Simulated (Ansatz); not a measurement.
Runs of Ansatz 0.2.0 on Bi. Symmetry: R-3m, No. 166, trigonal system. Conventional cell: a = 4.535 Å, b = 4.535 Å, c = 11.814 Å, α = 90.00°, β = 90.00°, γ = 120.00°. Around Bi (site symmetry 3m) lie 6 Bi at 3.06 to 3.52 Å. 

```csv
task,level,spin,k mesh,cutoff (eV),atoms under strain,q mesh,points for each segment of the path,gap on the mesh (eV),pressure (GPa),V0 of scaled cells (Å³/atom),B0 (GPa)
elastic constants,PBEsol,off,6 × 6 × 6,420,relaxed,-,-,none,-0.4,-,-
equation of state,LDA,off,7 × 7 × 7,420,-,-,-,-,-,(c),53
equation of state,r2SCAN,off,7 × 7 × 7,500,-,-,-,-,-,35.92,47
phonons,PBEsol,off,6 × 6 × 6,420,-,2 × 2 × 2,8,none,-,-,-
band structure,PBEsol,"SOC, no magnetisation",7 × 7 × 7,420,-,-,14,none,(a),-,-
equation of state,PBE,off,7 × 7 × 7,420,-,-,-,-,-,36.64,(b)
```

Alike in all rows: potentials or basis Ansatz PAW; cell as given; smearing fermi-dirac 0.05 eV.

Q: Estimate the missing entries.

A: (a) 0.7; (b) 43; (c) 33.96.

Caveats: spin-orbit coupling is left out, which moves the levels of the heavy elements (some runs); the PAW data sets come from PBE, with cores solved anew for the run's functional, which leaves a small shift of forces and pressure (some runs); the cell was scaled at fixed shape and fractional positions, which overstates the stiffness of a crystal with free parameters, most of all of layers and chains (some runs); elastic constants of metals need much finer meshes, so these are rough (some runs); the PAW data sets were made with another functional, which shifts forces and pressure a little (some runs).

A k mesh can miss the band edges, and rows without SOC leave out spin-orbit coupling on Bi.

A gap of «none» marks a metal or a gap under the smearing width.
